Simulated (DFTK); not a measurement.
# SnO (P4/nmm) in DFTK: reference runs

Reference runs on SnO: the cell as given.

Everything below comes from runs of DFTK 0.8.2. Logs are shortened: lines on timing, memory, paths and dates and some standing lists are left out, and cuts for length are marked.

### Step 1. The structure

It takes space group P4/nmm (No. 129, tetragonal). Conventional cell: a = 3.814 Å, b = 3.814 Å, c = 4.887 Å, α = 90.00°, β = 90.00°, γ = 90.00°. Sn (site symmetry 4mm) has 4 O at 2.23 Å as nearest neighbours. O (site symmetry -4m2) has 4 Sn at 2.23 Å as nearest neighbours.

The cell is a database's computed one.

### Step 2. Single point, PBEsol

The input, run.jl:

```julia
using DFTK
using PseudoPotentialData
using Unitful, UnitfulAtomic
using LinearAlgebra, Printf
include("save.jl")
disable_threading()

# lattice vectors are the columns
lattice = austrip(1u"Å") * [    3.81369522            0.0            0.0;
                      0.0     3.81369522            0.0;
                      0.0            0.0      4.8869133]
symbols   = [:Sn, :Sn, :O, :O]
positions = [[0.5, 0.0, 0.76462614],
             [0.0, 0.5, 0.23537386],
             [0.0, 0.0, 0.0],
             [0.5, 0.5, 0.0]]
pseudopotentials = PseudoFamily("dojo.nc.sr.pbesol.v0_4_1.standard.upf")
elements = Dict(s => ElementPsp(s, pseudopotentials) for s in unique(symbols))
atoms    = [elements[s] for s in symbols]

build_model(lattice, positions; symmetries=true) =
    model_DFT(lattice, atoms, positions;
              functionals=PBEsol(),
              temperature=austrip(0.05u"eV"),
              smearing=Smearing.FermiDirac(),
              symmetries)
Ecut  = 42.0  # hartree
kgrid = [7, 7, 6]
tol   = 1e-6
to_GPa = ustrip(uconvert(u"GPa", 1u"hartree/bohr^3"))

model = build_model(lattice, positions)
basis = PlaneWaveBasis(model; Ecut, kgrid)
display(basis)
scfres = self_consistent_field(basis;
                               tol,
                               nbandsalg=AdaptiveBands(model; n_bands_converge=25))
display(scfres.energies)
@printf "Fermi level: %.6f eV\n" ustrip(auconvert(u"eV", something(scfres.εF, NaN)))
forces = compute_forces_cart(scfres)
println("Forces (eV/Å)")
for (s, f) in zip(symbols, forces)
    @printf "%-3s %12.6f %12.6f %12.6f\n" s ustrip.(auconvert.(u"eV/Å", f))...
end
stress = compute_stresses_cart(scfres)
println("Stress (GPa)")
display(round.(stress * to_GPa; digits=4))
println("Levels at the first k-point (eV): ", round.(ustrip.(auconvert.(u"eV", scfres.eigenvalues[1][1:scfres.n_bands_converge])); digits=4))
save_scf!(scfres; forces, stress)
```

Potentials or basis: dojo.nc.sr.pbesol.v0_4_1.standard.upf (PBEsol).

The run is started by

```console
> julia --threads=1 run.jl  # save.jl only writes the numbers to a file and isn't shown; printed stress counts tension as positive; times include loading and compiling
```

What it wrote:

```text
PlaneWaveBasis discretization:

    Ecut                 : 42.0 Ha
    fft_size             : (48, 48, 60), 138240 total points
    kgrid                : MonkhorstPack([7, 7, 6])
    num.   red. kpoints  : 294
    num. irred. kpoints  : 40

    Discretized Model(gga_x_pbe_sol+gga_c_pbe_sol, 3D):
        lattice (in Bohr)    : [7.20684   , 0         , 0         ]
                               [0         , 7.20684   , 0         ]
                               [0         , 0         , 9.23493   ]
        unit cell volume     : 479.65 Bohr³

        atoms                : O₂Sn₂
        pseudopot. family    : PseudoFamily("dojo.nc.sr.pbesol.v0_4_1.standard.upf")

        num. electrons       : 40
        spin polarization    : none
        temperature          : 0.0018375 Ha
        smearing             : DFTK.Smearing.FermiDirac()

        terms                : Kinetic()
                               AtomicLocal()
                               AtomicNonlocal()
                               Ewald(nothing)
                               PspCorrection()
                               Hartree()
                               Xc(gga_x_pbe_sol, gga_c_pbe_sol)
                               Entropy()
n     Energy            log10(ΔE)   log10(Δρ)   Diag   Δtime
---   ---------------   ---------   ---------   ----   ------
  1   -190.0015818543                   -0.41    3.9    74.6s
  2   -190.2501200696       -0.60       -0.96    2.4    48.7s
  3   -190.2576753698       -2.12       -1.37    2.2    68.6s
  4   -190.2584180348       -3.13       -2.08    1.4    46.6s
  5   -190.2584409320       -4.64       -2.32    1.9    54.0s
  6   -190.2584561527       -4.82       -3.13    1.1    39.0s
  7   -190.2584568891       -6.13       -3.16    2.8    54.0s
  8   -190.2584571987       -6.51       -4.07    1.0    31.0s
  9   -190.2584572129       -7.85       -4.09    3.0    54.6s
 10   -190.2584572162       -8.49       -4.46    1.0    25.5s
 11   -190.2584572172       -8.99       -4.94    2.0    49.4s
 12   -190.2584572173       -9.97       -5.92    1.0    35.8s
 13   -190.2584572173      -11.21       -6.26    3.4    63.6s
Energy breakdown (in Ha):
    Kinetic             116.2243877
    AtomicLocal         -143.0309882
    AtomicNonlocal      -49.7527180
    Ewald               -117.0597652
    PspCorrection       6.4505497
    Hartree             48.8221020
    Xc                  -51.9120106
    Entropy             -0.0000147

    total               -190.258457217298
Fermi level: 5.615641 eV
Forces (eV/Å)
Sn      0.000000     0.000000    -0.158645
Sn     -0.000000    -0.000000     0.158645
O       0.000000     0.000000     0.000000
O       0.000000    -0.000000     0.000000
Stress (GPa)
3×3 StaticArraysCore.SMatrix{3, 3, Float64, 9} with indices SOneTo(3)×SOneTo(3):
 -0.1546   0.0     0.0
  0.0     -0.1546  0.0
  0.0      0.0     0.2812
Levels at the first k-point (eV): [-16.4485, -16.0301, -16.0301, -16.0164, -15.9797, -15.9733, -15.9278, -15.9185, -15.9036, -15.9036, -14.6323, -11.9321, -2.2397, -1.1551, -0.8015, -0.8015, 2.0051, 2.3083, 2.3083, 5.4368, 7.4504, 9.6469, 10.1611, 10.1611, 11.0616]
```

It took 18 min on 1 thread of Intel Xeon at 2.50GHz (Skylake/Cascade Lake), shared host; peak memory 2.9 GiB.

What came out:

```
Free energy            : -5177.1964 eV
Pressure               : 0.0 GPa
Largest force          : 0.159 eV/Å
Band gap on the k mesh : 0.35 eV, indirect (least direct gap 1.98 eV)
```

Forces in eV/Å, atoms in the order of the input:
```
Sn   0.000  0.000 -0.159
Sn   0.000  0.000  0.159
O    0.000  0.000  0.000
O    0.000  0.000  0.000
```

Caveat: the files of the heavy main-group elements may lack f projectors, which makes oxides come out too large; spin-orbit coupling is left out, which moves the levels of the heavy elements; an odd mesh through Γ misses points on the zone boundary, where band edges often lie.
